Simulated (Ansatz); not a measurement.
## BN under strain — field gradients at the nuclei

The cell is an entry of the Crystallography Open Database (COD), relaxed with PBE at fixed cell and then changed (z compressed by 2 %, ions relaxed).

```
B N
1.0
     0.00000    1.80750    1.77135
     1.80750    0.00000    1.77135
     1.80750    1.80750    0.00000
B N
1 1
Cartesian
  0.0000 0.0000 0.0000
  0.9038 0.9038 0.8857
```

Sites (sets of like atoms) are named by element and the number of their first atom in this list.

All values are calculated (Ansatz; DFT, PBE, plane waves and PAW, scalar-relativistic, 420 eV cutoff, Γ-centred 14×14×14 k-points, Fermi–Dirac smearing 0.02 eV), not measured.

V_zz is the principal component of the electric field gradient with the largest magnitude, η = (V_xx − V_yy)/V_zz and C_Q = eQV_zz/h. Directions are in the Cartesian axes of the cell vectors above, for the atom listed; none is given where the gradient is under 0.02 or η is above 0.95.

**Question.** Which values are expected at the nuclei?

**Answer.** 

```
site  first atom    first shell  V_zz (10²¹ V/m²)     η  direction of V_zz (x, y, z)
   B           1  4 N at 1.55 Å             0.053  0.00               0.00 0.00 1.00
   N           2  4 B at 1.55 Å             -0.33  0.00               0.00 0.00 1.00
```

An axis of threefold or higher order runs through B and N, so V_zz lies along it and η is zero.

At this changed cell the PBE pressure is 11 GPa.

The relaxation (1 step) took 3.5 s of wall time (3.4 s of CPU time) and 0.4 GiB at its peak, on 1 thread of Intel Xeon Platinum 8488C (Sapphire Rapids) (x86_64; 16 cores open to the job, memory cap 3.0 GiB, no GPU), a shared host with a load of 0.3 a core.
